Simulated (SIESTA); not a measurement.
V under changes of volume

One of the cells (14.169 Å³/atom); the others are scaled copies at fixed shape and fractional positions:

```
V
1.0
    -1.52438    1.52438    1.52438
     1.52438   -1.52438    1.52438
     1.52438    1.52438   -1.52438
V
1
Direct
  0.00000 0.00000 0.00000
```

```yaml
Program: SIESTA 5.4.2
Functional: PBEsol
Potentials_or_basis: PseudoDojo 0.4 standard (PBEsol files)
Basis: DZP (energy shift 0.003 Ry; two zetas on semicore shells)
Grid_cutoff: 800 Ry
Energy_shift: 0.003 Ry
k_mesh: 12 × 12 × 12
Occupations: fermi-dirac, width 0.05 eV
Spin: collinear spin, ferromagnetic start
Starting_moments: "[2.0] μB"
```

| volume (Å³/atom) | energy over the lowest point (meV/atom) | pressure (GPa) |
| --- | --- | --- |
| 13.058 | 0.00 | -1.0 |
| 13.336 | 4.83 | -4.7 |
| 13.613 | 16.19 | -8.4 |
| 14.169 | ? | ? |
| 14.447 | 84.42 | -17.1 |
| 14.725 | 116.55 | -19.6 |

**Question.** What does the run at 14.169 Å³/atom give?

**Answer.** Energy over the lowest point 56.67 meV/atom; pressure -14.6 GPa.

Worked out: A Birch-Murnaghan fit of order 3 (a polynomial in V^(-2/3)) to the other rows has its minimum at 13.01 Å³/atom, just outside them, with B0 = V·E''(V) = 205 GPa and B' = 4.0. It gives 56.63 meV/atom at 14.169 Å³/atom, against the run's 56.67, and -dE/dV = -14.7 GPa, against -14.6.

Energies are extrapolated to zero smearing.

Caveats: the basis of atomic orbitals isn't converged, which shifts pressures, moduli and gaps.
